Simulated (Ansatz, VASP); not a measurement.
## Rb in VASP and in Ansatz

```
Rb
1.0
    -2.98949    2.98949    2.98949
     2.98949   -2.98949    2.98949
     2.98949    2.98949   -2.98949
Rb
1
Direct
  0.00000 0.00000 0.00000
```

Alike in both runs: task single point; functional BLYP; k mesh 13 × 13 × 13; occupations fermi-dirac, width 0.1 eV; no spin polarisation.

|  | VASP | Ansatz |
| --- | --- | --- |
| version | VASP 6.6.1 | Ansatz 0.2.0 |
| potentials or method | VASP PAW PBE potentials, release 64 (Rb_sv) | plane waves (420 eV) with PAW, scalar-relativistic |
| plane-wave cutoff (eV) | 520 | 420 |
| valence electrons in the cell | 9 | 9 |

|  | VASP | Ansatz | Ansatz less VASP |
| --- | --- | --- | --- |
| pressure (GPa) | -0.2 | -0.2 | 0.00 |

Caveats: the PAW data sets were made with another functional, which shifts forces and pressure a little (VASP).
